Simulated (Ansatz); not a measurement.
## MgO (NiAs type) from LDA to hybrids

All numbers come from the plane-wave code Ansatz. No spin polarisation. The prototype was imposed, so other structures may be more stable.

MgO, NiAs type, relaxed with r2SCAN. Space group P6_3/mmc (No. 194), hexagonal; conventional cell a = 2.923 Å, c = 5.092 Å, 9.42 Å³ an atom. Mg is surrounded by 6 O at 2.11 Å; O is surrounded by 6 Mg at 2.11 Å.

```cif
data_structure
_symmetry_space_group_name_H-M 'P6_3/mmc'
_symmetry_Int_Tables_number 194
_cell_length_a 2.9231
_cell_length_b 2.9231
_cell_length_c 5.0921
_cell_angle_alpha 90.000
_cell_angle_beta 90.000
_cell_angle_gamma 120.000
_cell_volume 37.68
loop_
_atom_site_label
_atom_site_type_symbol
_atom_site_symmetry_multiplicity
_atom_site_Wyckoff_symbol
_atom_site_fract_x
_atom_site_fract_y
_atom_site_fract_z
_atom_site_occupancy
Mg1 Mg 2 a 0.00000 0.00000 0.00000 1
O1 O 2 c 0.33333 0.66667 0.25000 1
```

Relaxed lattice by functional, symmetry kept:
```json
{"functional": "PBE", "k mesh": "12×12×6", "a (Å)": "2.958", "c (Å)": "5.157", "volume (Å³/atom)": "9.77"}
{"functional": "r2SCAN", "k mesh": "12×12×4", "a (Å)": "2.923", "c (Å)": "5.092", "volume (Å³/atom)": "9.42"}
{"functional": "PBEsol", "k mesh": "12×12×4", "a (Å)": "2.929", "c (Å)": "5.113", "volume (Å³/atom)": "9.50"}
{"functional": "LDA", "k mesh": "12×12×4", "a (Å)": "2.891", "c (Å)": "5.044", "volume (Å³/atom)": "9.13"}
{"functional": "HSE06", "k mesh": "6×6×4", "a (Å)": "2.921", "c (Å)": "5.089", "volume (Å³/atom)": "9.40"}
```

On this one geometry the levels give:
```csv
level,k mesh,gap (eV),kind,edges,least direct gap (eV),rough cost
LDA,12×12×6,4.37,direct,Γ,4.37,2.9 core-seconds
PBE,12×12×6,4.47,direct,Γ,4.47,3 core-seconds
r2SCAN,12×12×6,5.34,direct,Γ,5.34,5 core-seconds
HSE06,9×9×4,6.20,direct,Γ,6.20,120 core-seconds
DDH-PBE0,9×9×4,7.57,direct,Γ,7.57,2.6 core-minutes
PBE0,9×9×4,6.94,direct,Γ,6.94,120 core-seconds
LC-ωPBE,9×9×4 alone,11.86,direct,Γ,11.86,80 core-seconds
Hartree-Fock,9×9×4,15.31,direct,Γ,15.31,2.4 core-minutes
"G0W0@PBE (112 empty bands, 120 eV, 6×6×4)",6×6×4,6.76,–,Γ (mesh),–,70 core-seconds
"G0W0@PBE (279 empty bands, 220 eV, 6×6×4)",6×6×4,6.98,–,Γ (mesh),–,6 core-minutes
```
PBE: smearing of 0.02 eV; the others have fixed occupations.
Wave cutoffs: 420 eV, 500 eV (r2SCAN).
A mesh marked alone had no extra points solved.
The G0W0 gap is PBE's gap over the path plus the quasiparticle shift read on the mesh. G0W0 values are finite-basis, finite-mesh values.
Costs come from shared machines and give only the order; PBE's includes the band path. The runs had 2 threads of Intel(R) Xeon(R) Platinum 8488C (Sapphire Rapids), with other jobs on the host.

The HSE06 gap is direct at Γ: 6.20 eV.

r2SCAN covers 50 % of the step from PBE to HSE06, while HSE06 needs about 22 times r2SCAN's cost (on a coarser mesh). Among these functionals the gap stays direct.

r2SCAN (ground state on 9×9×4): The electronic dielectric tensor ε∞ is 2.97 along x and y, 3.06 along z. Born charges, averaged over directions: Mg +1.98, O -1.98 e. PBE (ground state on 9×9×4): ε∞: 3.18 along x and y, 3.26 along z. Born charges, averaged over directions: Mg +1.98, O -1.98 e.

On the PBEsol cell (a = 2.929 Å, c = 5.113 Å), with PBEsol: All optical modes at Γ are real, from 181 to 610 cm⁻¹ without the longitudinal term; this says nothing of other wave vectors. With the long-range field the highest mode reaches 687 cm⁻¹. The clamped-ion dielectric constant comes out as 3.23 along x and y, 3.31 along z. With the ions relaxed, ε⁰ is 11.1 along x and y, 10.7 along z. Born charges, averaged over directions: Mg +1.98, O -1.98 e.

The meshes of the hybrids are coarse, so their gaps aren't converged to the digits shown.
